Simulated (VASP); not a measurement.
Crystal: LiF.

```xyz
4
Lattice="3.0810 0.0000 0.0000 -1.5405 2.6682 0.0000 0.0000 0.0000 4.7853" Properties=species:S:1:pos:R:3 pbc="T T T"
Li    0.0000    1.7788   -0.0356
Li    1.5405    0.8894    2.3571
F     0.0000    1.7788    1.8301
F     1.5405    0.8894    4.2227
```

The cell was built by a generator and needn't be a form met in nature.

Base run:

| Item | Value |
| --- | --- |
| Program | VASP 6.6.1 |
| Functional | HSE06 |
| Potentials or basis | VASP PAW PBE potentials, release 64 (Li_sv, F) |
| Cutoff | 520 eV |
| k mesh | 6 × 6 × 4 |
| Occupations | gaussian, width 0.01 eV |
| Spin | no spin polarisation |

Its results: band gap on the k mesh 10.00 eV, direct; largest force 0.004 eV/Å.

**Question.** The run is repeated on the same cell with these changes: functional from HSE06 to r2SCAN; k mesh from 6 × 6 × 4 to 12 × 12 × 6. What comes out?

**Answer.** Band gap on the k mesh 8.68 eV, direct; largest force 0.003 eV/Å.

Several settings changed at once, so the effect can't be laid on one alone.

Caveats: the PAW data sets were made with another functional, which shifts forces and pressure a little.

A k mesh can miss the band edges.
